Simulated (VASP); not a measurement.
Runs of VASP 6.6.1 on BAs. It takes space group F-43m (No. 216, cubic). The conventional cell has a = 4.871 Å, b = 4.871 Å, c = 4.871 Å, α = 90.00°, β = 90.00°, γ = 90.00°. As (site symmetry -43m) is surrounded by 4 B at 2.11 Å. B (site symmetry -43m) is surrounded by 4 As at 2.11 Å. 

```tsv
task	level	potentials or basis	cell	k mesh	smearing	exchange at q = 0	grid for exact exchange (PRECFOCK)	k mesh for the DOS	occupations for the DOS	mesh quality	gap on the mesh (eV)	pressure (GPa)
single point	r2SCANh	VASP PAW PBE potentials, release 64 (As, B)	F-43m, 14.44 Å³/atom	5 × 5 × 5	fermi-dirac 0.05 eV	truncated	Normal	-	-	coarse	(b)	-7.7
single point	B3LYP	VASP PAW PBE potentials, release 64 (As, B)	F-43m, 13.35 Å³/atom	5 × 5 × 5	fermi-dirac 0.05 eV	truncated	Normal	-	-	coarse	2.50	(a)
single point	r2SCANh	VASP PAW PBE potentials, release 64 (As, B)	F-43m, 13.08 Å³/atom	5 × 5 × 5	fermi-dirac 0.05 eV	truncated	Normal	-	-	coarse	1.82	6.4
single point	B3LYP	VASP PAW PBE potentials, release 64 (As, B)	F-43m, 12.81 Å³/atom	5 × 5 × 5	fermi-dirac 0.05 eV	truncated	Normal	-	-	coarse	2.46	14.9
single point	LDA	VASP PAW LDA potentials, release 64 (As, B)	F-43m, 13.9 Å³/atom	10 × 10 × 10	fermi-dirac 0.05 eV	-	-	-	-	not flagged	1.14	-5.6
single point	RPBE	VASP PAW PBE potentials, release 64 (As, B)	F-43m, 14.44 Å³/atom	10 × 10 × 10	fermi-dirac 0.05 eV	-	-	-	-	not flagged	(c)	-1.8
```

Alike in all rows: no spin polarisation; cutoff (eV) 520.

Q: Fill in the values left out.

A: (a) 7.6; (b) 1.92; (c) 1.27.

Caveats: some runs use coarse meshes; the PAW data sets were made with another functional, which shifts forces and pressure a little (some runs); an odd mesh through Γ misses points on the zone boundary, where band edges often lie (some runs).

A k mesh can miss the band edges, and the runs leave out spin-orbit coupling on As.
